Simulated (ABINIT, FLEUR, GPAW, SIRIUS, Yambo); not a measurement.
## Cost and result for the band gap of Si

The structure is hexagonal, space group P6_3/mmc (No. 194). Conventional cell: a = 3.831 Å, b = 3.831 Å, c = 6.333 Å, α = 90.00°, β = 90.00°, γ = 120.00°. Si (site symmetry 3m) is surrounded by 4 Si at 2.35 to 2.37 Å.

This isn't the form of Si at room conditions, which is diamond.

| rung | level | program and potentials | cutoff (eV) | k mesh | smearing | task | core time | chip | band gap (eV) | notes |
| --- | --- | --- | --- | --- | --- | --- | --- | --- | --- | --- |
| Hartree-Fock | Hartree-Fock on LDA | Yambo, PseudoDojo 0.4.1 SR LDA standard | 435 | 6 × 6 × 4 | fixed | Hartree-Fock levels | 18 s | AMD EPYC 7R43 Zen 3 | (a) | - |
| Hartree-Fock | Hartree-Fock on PBEsol | Yambo, PseudoDojo 0.4.1 SR PBEsol standard | 490 | 6 × 6 × 4 | fixed | Hartree-Fock levels | 29 s | AMD EPYC 7R43 Zen 3 | 5.42 | - |
| LDA | LDA | ABINIT, JTH PAW LDA v2.0 | 408 | 8 × 8 × 4 | fermi-dirac 0.05 | band structure | 45 s | Intel Xeon Platinum 8488C Sapphire Rapids | 0.32 | - |
| COHSEX | COHSEX on LDA | ABINIT, PseudoDojo NC SR LDA v0.4.1 standard | 381 | 4 × 4 × 2 | fixed | COHSEX levels | 68 s | AMD EPYC Zen 3 | 1.43 | coarse mesh; bands, basis or mesh of the many-body step not converged; response cutoff 122 eV, bands 50 |
| GGA | PBEsol | GPAW, PAW data sets generated for this functional | 600 | 7 × 7 × 4 | fermi-dirac 0.05 | band structure | 2.5 min | Intel Xeon Skylake/Cascade Lake | (b) | from the band path |
| LDA | LDA | SIRIUS, all-electron FP-LAPW, apw+lo standard | - | 8 × 8 × 4 | fermi-dirac 0.05 | band structure | 2.6 min | Arm Neoverse V1 | 0.32 | - |
| GGA | PBEsol | SIRIUS, all-electron FP-LAPW, apw+lo standard | - | 8 × 8 × 4 | fermi-dirac 0.05 | band structure | 2.6 min | Arm Neoverse V1 | 0.31 | - |
| LDA | LDA | GPAW, the program's PAW data sets (release 1.2.1) made for this functional | 600 | 7 × 7 × 4 | fermi-dirac 0.05 | band structure | 2.9 min | Intel Xeon Skylake/Cascade Lake | 0.31 | from the band path |
| GGA | PBEsol | FLEUR, all-electron, FLAPW | - | 8 × 8 × 4 | fermi-dirac 0.05 | band structure | 4.1 min | Intel Xeon Platinum 8259CL Skylake/Cascade Lake | 0.31 | - |

Times are single runs on shared hosts and different chips, so they are rough; meshes, cutoffs and the tasks' sizes weigh on the time. All rows: no spin polarisation. Gaps are the least found on the k mesh or the band path, and a mesh can miss the band edges. Smearing widths are in eV. Meshes differ between rows, which moves values too. All levels ran on this one cell, unrelaxed unless noted. Meshes are those of the run's cell of 4 atoms unless a note names another. Runs on faulty files, with rough fits or with known faults for this quantity aren't shown. PBE isn't shown for this crystal. No row holds spin-orbit coupling.

Task: Estimate the values left out from the other rows.

Result: (a) 5.48 eV; (b) 0.30 eV.
